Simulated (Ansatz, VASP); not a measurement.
**MgS: VASP beside Ansatz**

```
Mg S
1.0
     2.61687    2.61687    0.00000
    -2.61687    2.61687    0.00000
     0.00000    2.61687    2.57739
Mg S
1 1
Direct
  0.00000 0.00000 0.00000
  0.50000 0.50000 0.00000
```

Change from the starting cell: in-plane strain +0.01, out-of-plane length and atoms relaxed by PAW.

Alike in both runs: functional PBEsol; k mesh 8 × 8 × 8; no spin polarisation.

Ansatz relaxed the structure, and its values are those at the end. VASP's run is a single point on that final structure, the one shown.

|  | VASP | Ansatz |
| --- | --- | --- |
| version | VASP 6.6.1 | Ansatz 0.2.0 |
| potentials or method | VASP PAW PBE potentials, release 64 (Mg, S) | PAW with Ansatz's default frozen-core files, scalar-relativistic |
| plane-wave cutoff (eV) | 520 | 420 |
| occupations | gaussian, width 0.01 eV | fixed |
| valence electrons in the cell | 8 | 16 |

VASP gave:

- pressure (GPa): -1.3

Q: Which values does Ansatz return?

A: Pressure (GPa): -1.1.

The two sets of potentials don't hold the same shells in valence.

Caveats: the PAW data sets were made with another functional, which shifts forces and pressure a little (VASP). A k mesh can miss the band edges.
